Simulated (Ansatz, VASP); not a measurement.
## One calculation of Fe, two programs

```
Fe
1.0
    -1.44300    1.44300    1.44300
     1.44300   -1.44300    1.44300
     1.44300    1.44300   -1.44300
Fe
1
Direct
  0.00000 0.00000 0.00000
```

Alike in both runs: task single point; functional PBEsol; k mesh 13 × 13 × 13; occupations fermi-dirac, width 0.05 eV; collinear spin, ferromagnetic start.

|  | VASP | Ansatz |
| --- | --- | --- |
| version | VASP 6.6.1 | Ansatz 0.2.0 |
| potentials or method | VASP PAW PBE potentials, release 64 (Fe) | Ansatz PAW |
| plane-wave cutoff (eV) | 520 | 420 |
| valence electrons in the cell | 8 | 16 |

|  | VASP | Ansatz | Ansatz less VASP |
| --- | --- | --- | --- |
| gap on the k mesh at the Fermi level (eV) | none | none | - |
| pressure (GPa) | -17.4 | -17.9 | -0.56 |
| net moment per atom (μB) | 2.29 | 2.26 | -0.030 |
| size of the moment on the site where the two differ most (μB) | 2.29 | 2.31 | +0.017 |

Site moments also hang on the region over which each program counts them. A gap of «none» marks a metal or a gap that the smearing closes. With one functional, cell and mesh, what is left measures potentials, basis and numerics. The two sets of potentials don't hold the same shells in valence.

Caveats: so large a pressure means that the cell lies far from this level's equilibrium, or that cutoff or potentials fall short; the potentials were made for another functional, which shifts forces and pressure (VASP); the PAW data sets come from PBE, with cores solved anew for the run's functional, which leaves a small shift of forces and pressure (Ansatz).
